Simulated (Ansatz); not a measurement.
A nudged elastic band was laid between two geometries of CH₃N₂O (7 atoms, charge -1, multiplicity 1).

Level of theory: RKS r2SCAN-D4/def2-SVP (Ansatz 0.2.0).

| Item | Value |
| --- | --- |
| movable images | 7 |
| climbing image | yes |
| spring | 5.0 eV/Å² |
| optimiser | quadratic models (default) |
| start path | through a guess of the saddle point |
| force threshold | 0.03 eV/Å |
| iteration limit | 60 |
| end points | relaxed |

Image 0:

```xyz
7
Properties=species:S:1:pos:R:3
N -0.852 1.014 -0.324
C -0.233 -0.156 -0.297
N 1.074 -0.091 0.349
O -0.562 -1.288 -0.739
H -1.717 0.828 -0.849
H 1.067 0.670 1.028
H 1.223 -0.977 0.832
```

Image 8:

```xyz
7
Properties=species:S:1:pos:R:3
N -0.961 0.953 -0.172
C -0.291 -0.189 -0.216
N 0.749 -0.274 0.804
O -0.406 -1.199 -0.958
H -1.681 0.847 -0.899
H 1.523 -0.808 0.410
H 1.066 0.669 1.031
```

(1) Which bonds break or form, and what moves?

(2) What energy profile does the band end with?

(3) What is the geometry of the highest image?

(4) What are the harmonic wavenumbers there?

The band took 11 iterations and roughly 4 core-minutes.

Answers

(1) No bond is made or broken. The dihedral N1–C2–N3–H7 goes from 146 to -28°. The two ends are copies of one structure, up to a mirror image or an exchange of like atoms.

(2) The forces met the threshold. The highest image is number 4 of 0 to 8, 0.36 eV above the ends, which have the same energy within 2 meV. A vibrational analysis at the climbing image gives one clearly imaginary mode, 235i cm⁻¹: a first-order saddle point. Limits of this set-up: an anion without diffuse functions, the dipole of an ion depends on the origin.

| image | path coordinate (Å) | energy (eV) | dihedral N1–C2–N3–H7 (°) |
| --- | --- | --- | --- |
| 0 | 0.00 | 0.00 | 146 |
| 1 | 0.43 | 0.07 | 169 |
| 2 | 0.85 | 0.22 | -171 |
| 3 | 1.28 | 0.32 | -151 |
| 4 | 1.71 | 0.36 | -129 |
| 5 | 2.13 | 0.32 | -105 |
| 6 | 2.55 | 0.22 | -80 |
| 7 | 2.98 | 0.07 | -53 |
| 8 | 3.40 | 0.00 | -28 |

(3) 
```xyz
7
Properties=species:S:1:pos:R:3:forces:R:3
N -0.764 1.058 -0.730 0.00 0.00 0.00
C -0.298 -0.030 -0.158 0.00 0.01 0.01
N 1.034 0.196 0.523 0.00 0.00 0.00
O -0.764 -1.198 -0.083 0.00 0.00 0.00
H -1.659 0.746 -1.141 0.00 0.00 0.00
H 0.855 -0.199 1.457 0.00 0.00 0.00
H 1.596 -0.573 0.133 0.00 0.00 0.00
```

(4) 235i, 518, 606, 641, 815, 856, 1033, 1201, 1228, 1390, 1603, 1734, 3360, 3389, 3443 cm⁻¹.

Run time: 4.1 min on 1 thread of Arm Neoverse V1, on a shared host, peak memory 0.13 GiB.
